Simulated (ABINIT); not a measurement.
Here is an ABINIT 10.8.3 (patched build) calculation.

Contents of run.abi:

```
# Datasets: one volume each
ndtset 7
getwfk -1
scalecart1 3*0.9795861087
scalecart2 3*0.9864848297
scalecart3 3*0.9932883884
scalecart4 3*1.0000000000
scalecart5 3*1.0066227096
scalecart6 3*1.0131594038
scalecart7 3*1.0196128224

# Pseudopotentials
pp_dirpath "./"
pseudos "Se.LDA_PW-JTH.xml, Zn.LDA_PW-JTH.xml"

# Structure
acell 4.0075983931 4.0075983931 4.0075983931 Angstrom
rprim
     0.0000000000     0.7071067812     0.7071067812
     0.7071067812     0.0000000000     0.7071067812
     0.7071067812     0.7071067812     0.0000000000
ntypat 2
znucl 34 30
natom 2
typat 1 2
xred
     0.7500000000     0.7500000000     0.7500000000
     0.0000000000     0.0000000000     0.0000000000

# Plane-wave basis
ecut 20.0
pawecutdg 40.0

# k points
kptopt 1
ngkpt 8 8 8
nshiftk 1
shiftk 0.0 0.0 0.0

# Exchange and correlation
ixc 2

# Bands and occupations
nband 13
occopt 3
tsmear 0.05 eV

# SCF cycle
nstep 100
tolvrs 1.0e-9

# Output
iomode 3
prtwf 1
prtden 0
prteig 0
prtebands 0
enunit 1
```

Potentials or basis: JTH PAW LDA v2.0.

Launch:

```bash
$ abinit run.abi > log 2>&1
```

**Question.** What does it give for the pressure derivative of the bulk modulus?

**Answer.** 4.1.

**Question.** Predict the bulk modulus.

**Answer.** 70 GPa.

Energy against volume, from the lowest point:
| volume (Å³/atom) | energy (meV/atom) |
| --- | --- |
| 21.391 | 0.00 |
| 21.846 | 0.28 |
| 22.301 | 4.53 |
| 22.757 | 12.38 |
| 23.212 | 23.38 |
| 23.667 | 37.35 |
| 24.122 | 53.86 |

Caveat: the cutoff is too short for stress, so the log's stress isn't used; pressures at fixed basis lie under the slope of the energies. Zero-point motion and thermal expansion aren't in these numbers.
